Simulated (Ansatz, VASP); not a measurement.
This is a calculation of Be for Ansatz 0.2.0.

Contents of input.yaml:

```yaml
crystal:
  lattice:
    - [-1.2531209513, 1.2531209513, 1.2531209513]
    - [1.2531209513, -1.2531209513, 1.2531209513]
    - [1.2531209513, 1.2531209513, -1.2531209513]
  atoms:
    - { symbol: Be, position: [0.0, 0.0, 0.0] }
kpoints:
  mp_grid: { grid: [15, 15, 15] }
scf:
  occupations: { method: gaussian, width: 0.01 }
hamiltonian:
  xc: lda
  pseudopotentials: { kind: all_electron, lapw: { basis_error: 0.001 } }
output:
  forces: true
  stress: true
relax:
  f_tol: 0.02
  max_steps: 60
  cell: {}
```

Potentials or basis: all-electron LAPW, scalar-relativistic.

Launch:

```sh
$ ansatz run input.yaml --threads 1 --pin off --max-ram 3072MiB --backend cpu --events-out ev --progress --plain --runs-dir out
```

Task: Translate it to VASP 6.6.1. Potentials there: VASP PAW LDA potentials, release 64 (Be).

Result: As run (the cutoff follows the program's own potentials):

INCAR

```
SYSTEM = Be
PREC = Accurate
ENCUT = 600
EDIFF = 1E-6
ISMEAR = 0
SIGMA = 0.01
LREAL = .FALSE.
LASPH = .TRUE.
NELM = 60
ALGO = Normal
ISIF = 3
LWAVE = .FALSE.
LCHARG = .FALSE.
IBRION = 2
NSW = 80
EDIFFG = -0.02
```

The input KPOINTS:

```
regular mesh
0
G
  15 15 15
  0 0 0
```

Contents of POSCAR:

```
Be
1.0
   -1.2531209513      1.2531209513      1.2531209513
    1.2531209513     -1.2531209513      1.2531209513
    1.2531209513      1.2531209513     -1.2531209513
Be
1
Direct
    0.0000000000      0.0000000000      0.0000000000
```

Potentials or basis: VASP PAW LDA potentials, release 64 (Be).

Run with:

```console
$ cat potpaw_LDA.64/Be/POTCAR > POTCAR
$ mpirun -np 1 vasp_std > vasp.out
```

Both were run:

|  | VASP | Ansatz | Ansatz less VASP |
| --- | --- | --- | --- |
| relaxed volume (Å³/atom) | 7.49 | 7.45 | -0.032 |
| relaxed cell length with the largest relative difference (Å) | 2.134 | 2.131 | -0.0030 |
| energy change over the relaxation (meV/atom) | -8 | -9 | -1.3 |

Ansatz ran all-electron here, so the differences hold the error of VASP's frozen core and of both bases.
